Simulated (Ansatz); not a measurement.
MnAs:

```
As Mn
1.0
     3.71000    0.00000    0.00000
    -1.85500    3.21295    0.00000
     0.00000    0.00000    5.69100
As Mn
2 2
Direct
  0.66667 0.33333 0.75000
  0.33333 0.66667 0.25000
  0.00000 0.00000 0.50000
  0.00000 0.00000 0.00000
```

- Program: Ansatz 0.2.0
- Task: relaxation of cell and atoms
- Functional: PBEsol
- Potentials or basis: Ansatz PAW
- Cutoff: 420 eV (not typed: the program's choice for these potentials)
- k mesh: 8 × 8 × 5
- Occupations: fermi-dirac, width 0.05 eV
- Spin: collinear spin, ferromagnetic start
- Starting moments: [0.0, 0.0, 4.0, 4.0] μB

At the start: volume 16.96 Å³/atom.

Task: How do energy, volume and symmetry change on relaxing?

Result: It ends after 6 steps and the volume is 14.73 Å³/atom (-13.2 %); space group P6_3/mmc (No. 194, to 0.05 Å); moment 4.84 μB per cell.

The path:
```
step  energy change (eV)  largest force (eV/Å)  volume (Å³)
   1              0.0000                0.0000        67.84
   2             -0.2495                0.0000        62.37
   3             -0.2790                0.0000        56.75
   4             -0.3043                0.0000        58.80
   5             -0.3044                0.0000        58.90
   6             -0.3027                0.0000        58.90
```

Final structure:
```cif
data_structure
_symmetry_space_group_name_H-M 'P 1'
_symmetry_Int_Tables_number 1
_cell_length_a 3.5677
_cell_length_b 3.5677
_cell_length_c 5.3439
_cell_angle_alpha 90.000
_cell_angle_beta 90.000
_cell_angle_gamma 120.000
_cell_volume 58.90
loop_
_atom_site_label
_atom_site_type_symbol
_atom_site_fract_x
_atom_site_fract_y
_atom_site_fract_z
_atom_site_occupancy
As1 As 0.66667 0.33333 0.75000 1
As2 As 0.33333 0.66667 0.25000 1
Mn1 Mn 0.00000 0.00000 0.50000 1
Mn2 Mn 0.00000 0.00000 0.00000 1
```

Caveat: the plane-wave basis is chosen anew once the cell has moved, so the energies of steps on either side of that aren't comparable; only a ferromagnetic start was run, and an antiferromagnetic order may lie lower in energy; the PAW data sets come from PBE, with cores solved anew for the run's functional, which leaves a small shift of forces and pressure.
